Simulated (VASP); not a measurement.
# W (P6_3/mmc) in VASP: further runs

Runs on W. Level: PBE. Tasks: single point, relaxation of cell and atoms.

All numbers are computed with VASP 6.6.1; they aren't measurements. Logs are shortened: lines on timing, memory, paths and dates and some standing lists are left out, and cuts for length are marked.

## 1. Starting point

It takes space group P6_3/mmc (No. 194, hexagonal). Conventional cell: a = 2.785 Å, b = 2.785 Å, c = 9.836 Å, α = 90.00°, β = 90.00°, γ = 120.00°. W (site symmetry -3m) has 12 W at 2.79 to 2.94 Å as nearest neighbours. W (site symmetry -6m2) is surrounded by 12 W at 2.79 to 2.94 Å.

The cell was built by a generator and needn't be a form met in nature.

## 2. Single point, PBE

File INCAR:

```
SYSTEM = W
PREC     = Accurate       ! precision mode
ENCUT    = 520            ! plane-wave cutoff, eV
EDIFF    = 1E-7           ! SCF threshold, eV
ISMEAR   = 0              ! smearing method
SIGMA    = 0.1            ! smearing width, eV
LREAL    = .FALSE.        ! projectors in reciprocal space
LASPH    = .TRUE.         ! aspherical terms in the spheres
NELM     = 100            ! most SCF steps
ALGO     = Normal         ! electronic algorithm
ISIF     = 2              ! what is computed and relaxed
LWAVE    = .FALSE.        ! write WAVECAR
LCHARG   = .FALSE.        ! write CHGCAR
GGA      = PE             ! functional
NBANDS   = 36             ! bands
```

File KPOINTS:

```
regular mesh
0
G
  9 9 2
  0 0 0
```

File POSCAR:

```
W
1.0
    2.7851547867      0.0000000000      0.0000000000
   -1.3925773934      2.4120147988      0.0000000000
    0.0000000000      0.0000000000      9.8361006221
W
4
Direct
    0.0000000000      0.0000000000      0.0000000000
    0.0000000000      0.0000000000      0.5000000000
    0.3333333333      0.6666666667      0.7500000000
    0.6666666667      0.3333333333      0.2500000000
```

Potentials or basis: VASP PAW PBE potentials, release 64 (W_sv).

Launch:

```bash
$ cat potpaw_PBE.64/W_sv/POTCAR > POTCAR
$ mpirun -np 1 vasp_std > vasp.out
```

OUTCAR:

```text
SYSTEM = W
   PREC = Accurate
   ENCUT = 520
   EDIFF = 1E-7
   ISMEAR = 0
   LREAL = .FALSE.
   LASPH = .TRUE.
   NELM = 100
   ISIF = 2
   GGA = PE

 ion  position               nearest neighbor table
   1  0.000  0.000  0.000-   3 2.94   4 2.94   4 2.94   3 2.94   4 2.94   3 2.94
   2  0.000  0.000  0.500-   3 2.94   4 2.94   4 2.94   3 2.94   4 2.94   3 2.94
   3  0.333  0.667  0.750-   1 2.94   2 2.94   1 2.94   2 2.94   1 2.94   2 2.94
   4  0.667  0.333  0.250-   1 2.94   2 2.94   1 2.94   2 2.94   1 2.94   2 2.94

  LATTYP: Found a hexagonal cell.
 ALAT       =     2.7851547867
 C/A-ratio  =     3.5316172261

  Lattice vectors:

 A1 = (   2.7851547867,   0.0000000000,   0.0000000000)
 A2 = (  -1.3925773934,   2.4120147988,   0.0000000000)
 A3 = (   0.0000000000,   0.0000000000,   9.8361006221)

Analysis of symmetry for initial positions (statically):
=====================================================================
 Subroutine PRICEL returns:
 Original cell was already a primitive cell.

 Routine SETGRP: Setting up the symmetry group for a
 hexagonal supercell.

 Subroutine GETGRP returns: Found 24 space group operations
 (whereof 12 operations were pure point group operations)
 out of a pool of 24 trial point group operations.

The static configuration has the point symmetry D_3d.
 The point group associated with its full space group is D_6h.

Analysis of symmetry for dynamics (positions and initial velocities):
=====================================================================
 Subroutine PRICEL returns:
 Original cell was already a primitive cell.

 Routine SETGRP: Setting up the symmetry group for a
 hexagonal supercell.

 Subroutine GETGRP returns: Found 24 space group operations
 (whereof 12 operations were pure point group operations)
 out of a pool of 24 trial point group operations.

The dynamic configuration has the point symmetry D_3d.
 The point group associated with its full space group is D_6h.

 Subroutine INISYM returns: Found 24 space group operations
 (whereof 12 operations are pure point group operations),
 and found     1 'primitive' translations

----------------------------------------------------------------------------------------

                                     Primitive cell

  volume of cell :      66.0773

  direct lattice vectors                    reciprocal lattice vectors
     2.785154787  0.000000000  0.000000000     0.359046472  0.207295577  0.000000000
    -1.392577393  2.412014799  0.000000000     0.000000000  0.414591154  0.000000000
     0.000000000  0.000000000  9.836100622     0.000000000  0.000000000  0.101666304

  length of vectors
     2.785154787  2.785154787  9.836100622     0.414591154  0.414591154  0.101666304

  position of ions in fractional coordinates (direct lattice)
     0.000000000  0.000000000  0.000000000
     0.000000000  0.000000000  0.500000000
     0.333333333  0.666666667  0.750000000
     0.666666667  0.333333333  0.250000000

  ion indices of the primitive-cell ions
   primitive index   ion index
                 1           1
                 2           2
                 3           3
                 4           4

----------------------------------------------------------------------------------------

 KPOINTS: regular mesh

Automatic generation of k-mesh.
 Grid dimensions read from file:
 generate k-points for:    9    9    2

 Generating k-lattice:

  Cartesian coordinates                     Fractional coordinates (reciprocal lattice)
     0.039894052  0.023032842  0.000000000     0.111111111  0.000000000  0.000000000
     0.000000000  0.046065684  0.000000000     0.000000000  0.111111111  0.000000000
     0.000000000  0.000000000  0.050833152     0.000000000  0.000000000  0.500000000

  Length of vectors
     0.046065684  0.046065684  0.050833152

  Shift w.r.t. Gamma in fractional coordinates (k-lattice)
     0.000000000  0.000000000  0.000000000

 Subroutine IBZKPT returns following result:
 ===========================================

 Found     24 irreducible k-points:

 Following reciprocal coordinates:
            Coordinates               Weight
  0.000000  0.000000  0.000000      1.000000
  0.111111  0.000000  0.000000      6.000000
  0.222222  0.000000  0.000000      6.000000
  0.333333  0.000000  0.000000      6.000000
  0.444444  0.000000  0.000000      6.000000
  0.111111  0.111111  0.000000      6.000000
[... 16 lines left out ...]
  0.333333  0.222222  0.500000     12.000000
  0.333333  0.333333  0.500000      2.000000
   k-points           NKPTS =     24   k-points in BZ     NKDIM =     24   number of bands    NBANDS=     36
   number of dos      NEDOS =    301   number of ions     NIONS =      4
   total plane-waves  NPLWV =  46080
   dimension x,y,z NGX =    24 NGY =   24 NGZ =   80
   dimension x,y,z NGXF=    48 NGYF=   48 NGZF=  160
   ions per type =               4
   NGX,Y,Z   is equivalent  to a cutoff of  14.33, 14.33, 13.52 a.u.
   NGXF,Y,Z  is equivalent  to a cutoff of  28.65, 28.65, 27.04 a.u.
 SYSTEM =  W
   PREC   = accura    normal or accurate (medium, high low for compatibility)
   ISTART =      0    job   : 0-new  1-cont  2-samecut
   ICHARG =      2    charge: 1-file 2-atom 10-const
   ISPIN  =      1    spin polarized calculation?
   LNONCOLLINEAR =      F non collinear calculations
   LSORBIT =      F    spin-orbit coupling
   LASPH  =      T    aspherical Exc in radial PAW
   ENCUT  =  520.0 eV  38.22 Ry    6.18 a.u.   5.18  5.18 18.29*2*pi/ulx,y,z
   NELM   =    100;   NELMIN=  2; NELMDL= -5     # of ELM steps
   EDIFF  = 0.1E-06   stopping-criterion for ELM
   LREAL  =      F    real-space projection
   EDIFFG = 0.1E-05   stopping-criterion for IOM
   NSW    =      0    number of steps for IOM
   IBRION =     -1    ionic relax: 0-MD 1-quasi-New 2-CG
   NFREE  =      0    steps in history (QN), initial steepest desc. (CG)
   ISIF   =      2    stress and relaxation
   ISYM   =      2    0-nonsym 1-usesym 2-fastsym
   POTIM  = 0.5000    time-step for ionic-motion
   TEBEG  =    0.0;   TEEND  =   0.0 temperature during run
   PSTRESS=    0.0 pullay stress
   NELECT =      56.0000    total number of electrons
   NUPDOWN=      -1.0000    fix difference up-down
   EMIN   =  10.00;   EMAX   =-10.00  energy-range for DOS
   EFERMI =   0.00;   METHOD = LEGACY
   ISMEAR =     0;   SIGMA  =   0.10  broadening in eV -4-tet -1-fermi 0-gaus
   EFERMI_NEDOS =   21; number of points for ismear=-14 and -15
   IALGO  =     38    algorithm
   IMIX   =      4    mixing-type and parameters
     AMIX     =   0.40;   BMIX     =  1.00
     AMIX_MAG =   1.60;   BMIX_MAG =  1.00
  volume/ion in A,a.u.               =      16.52       111.48
  Fermi-wavevector in a.u.,A,eV,Ry     =   1.549245  2.927648 32.656157  2.400160
  Thomas-Fermi vector in A             =   2.654080
   LORBIT       =      0    0 simple, 1 ext, 2 COOP (PROOUT), +10 PAW based schemes
   GGA     = PE    functional components
   LHFCALC =     F    Hartree Fock is set to
   AEXX    =    0.0000 exact exchange contribution
   IVDW    =     0    specifies the selected vdW correction
   LEPSILON=     F    determine dielectric tensor
   LRPA    =     F    only Hartree local field effects (RPA)
 non-spin polarized calculation
 Gauss-broadening in eV      SIGMA  =   0.10
  energy-cutoff  :      520.00
  volume of cell :       66.08
 maximum number of plane-waves:      1793
 NGX is ok and might be reduce to    24
   NGX = 11   NGY = 11   NGZ = 37

 number of electron      56.0000008 magnetization

 Free energy of the ion-electron system (eV)
  ---------------------------------------------------
  ext. energy  EPLUGINS =         0.00000000
  ---------------------------------------------------
  free energy    TOTEN  =       -49.88194105 eV

  energy without entropy =      -49.86622928  energy(sigma->0) =      -49.87408517

 E-fermi :  10.5036     XC(G=0): -13.3935

 val. band max:       10.5006072242   @ k =   0.1111   0.0000   0.5000
 cond. band min:      10.5177204898   @ k =   0.0000   0.0000   0.0000
 fundamental gap:      0.0171132656
 Fermi energy:        10.5035530980

 k-point     1 :       0.0000    0.0000    0.0000
  band No.  band energies     occupation
      1     -63.2999      2.00000
      2     -63.2759      2.00000
      3     -63.2458      2.00000
      4     -63.2217      2.00000
      5     -28.0200      2.00000
      6     -27.5910      2.00000
[... 28 lines left out ...]
     35      13.4541      0.00000
     36      13.4541      0.00000

 k-point     2 :       0.1111    0.0000    0.0000
  band No.  band energies     occupation
      1     -63.2871      2.00000
      2     -63.2649      2.00000
      3     -63.2348      2.00000
      4     -63.2124      2.00000
      5     -27.9777      2.00000
      6     -27.5833      2.00000
[... 28 lines left out ...]
     35      13.5172      0.00000
     36      13.6402      0.00000

 k-point     3 :       0.2222    0.0000    0.0000
  band No.  band energies     occupation
      1     -63.2540      2.00000
      2     -63.2367      2.00000
      3     -63.2065      2.00000
      4     -63.1891      2.00000
      5     -27.8640      2.00000
      6     -27.6038      2.00000
[... 28 lines left out ...]
     35      13.5288      0.00000
     36      13.7387      0.00000
[... 742 lines left out ...]
 k-point    23 :       0.3333    0.2222    0.5000
  band No.  band energies     occupation
      1     -63.1751      2.00000
      2     -63.1751      2.00000
      3     -63.1427      2.00000
      4     -63.1427      2.00000
      5     -27.8834      2.00000
      6     -27.8834      2.00000
[... 28 lines left out ...]
     35      15.3872      0.00000
     36      15.3872      0.00000

 k-point    24 :       0.3333    0.3333    0.5000
  band No.  band energies     occupation
      1     -63.1684      2.00000
      2     -63.1684      2.00000
      3     -63.1381      2.00000
      4     -63.1381      2.00000
      5     -27.7705      2.00000
      6     -27.7705      2.00000
[... 28 lines left out ...]
     35      14.7146      0.00000
     36      14.7146      0.00000

------------------------ aborting loop because EDIFF is reached ----------------------------------------

  FORCE on cell =-STRESS in cart. coord.  units (eV):
  Direction    XX          YY          ZZ          XY          YZ          ZX
  --------------------------------------------------------------------------------------
  -------------------------------------------------------------------------------------
  Total        0.2260139      0.2260139      0.1909896     -0.0000000      0.0000000      0.0000000
  in kB        5.4801636      5.4801636      4.6309269     -0.0000000      0.0000000      0.0000000
  external PRESSURE =       5.1970847 kB  Pullay stress =       0.0000000 kB

 VOLUME and BASIS-vectors are now :
 -----------------------------------------------------------------------------
  energy-cutoff  :      520.00
  volume of cell :       66.08
      direct lattice vectors                 reciprocal lattice vectors
     2.785154787  0.000000000  0.000000000     0.359046472  0.207295577  0.000000000
    -1.392577393  2.412014799  0.000000000     0.000000000  0.414591154  0.000000000
     0.000000000  0.000000000  9.836100622     0.000000000  0.000000000  0.101666304

 POSITION                                       TOTAL-FORCE (eV/Angst)
 -----------------------------------------------------------------------------------
      0.00000      0.00000      0.00000         0.000000      0.000000     -0.000000
      0.00000      0.00000      4.91805         0.000000      0.000000     -0.000000
     -0.00000      1.60801      7.37708        -0.000000      0.000000      0.000000
      1.39258      0.80400      2.45903         0.000000     -0.000000      0.000000
 -----------------------------------------------------------------------------------
    total drift:                                0.000000      0.000000     -0.000000

  FREE ENERGIE OF THE ION-ELECTRON SYSTEM (eV)
  ---------------------------------------------------
  free  energy   TOTEN  =       -49.8819410546 eV

  energy  without entropy=      -49.8662292831  energy(sigma->0) =      -49.87408517
```

Run time: 56 s. Hardware: 1 thread of AMD EPYC 7R13 (Zen 3), shared host; peak memory 0.19 GiB.

What came out:

| Item | Value |
| --- | --- |
| Free energy | -49.8819 eV |
| Pressure | 0.5 GPa |
| Band gap on the k mesh | none (metal or under the smearing width) |

Levels at points of the mesh, in eV from the Fermi level:
```csv
k point,band 24,band 25,band 26,band 27,band 28,band 29,band 30,band 31,band 32,band 33
"(0.00, 0.00, 0.00)",-0.57,-0.57,-0.43,-0.43,-0.25,-0.15,-0.15,0.01,0.01,2.17
"(0.00, 0.00, 0.50)",-1.27,-0.45,-0.45,-0.45,-0.45,-0.14,-0.14,-0.14,-0.14,2.51
```

Spin-orbit coupling is left out, which matters for the levels of W.

[end of part 1 of 2]
